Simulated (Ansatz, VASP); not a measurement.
# PtSe2 (Sudovikovite): VASP beside Ansatz

```
Pt Se
1.0
     3.72400    0.00000    0.00000
    -1.86200    3.22508    0.00000
     0.00000    0.00000    5.06200
Pt Se
1 2
Direct
  0.00000 0.00000 0.00000
  0.33333 0.66667 0.25000
  0.66667 0.33333 0.75000
```

Alike in both runs: task relaxation of cell and atoms; functional PBEsol; k mesh 15 × 15 × 8; occupations gaussian, width 0.1 eV; no spin polarisation.

|  | VASP | Ansatz |
| --- | --- | --- |
| version | VASP 6.6.1 | Ansatz 0.2.0 |
| potentials or method | VASP PAW PBE potentials, release 64 (Pt, Se) | scalar-relativistic, plane waves, PAW |
| plane-wave cutoff (eV) | 600 | 420 |
| valence electrons in the cell | 22 | 50 |

|  | VASP | Ansatz | Ansatz less VASP |
| --- | --- | --- | --- |
| gap on the k mesh at the Fermi level, each at its own relaxed structure (eV) | none | none | - |
| relaxed volume (Å³/atom) | 19.84 | 19.85 | +0.015 |
| relaxed cell length with the largest relative difference (Å) | 4.856 | 4.863 | +0.0068 |
| energy change over the relaxation (meV/atom) | -7 | -6 | +0.4 |

A gap of «none» marks a metal or a gap that the smearing closes. The two sets of potentials don't hold the same shells in valence.

Caveats: the PAW data sets were made with another functional, which shifts forces and pressure a little (VASP). Spin-orbit coupling is left out, which matters for the levels of Pt.
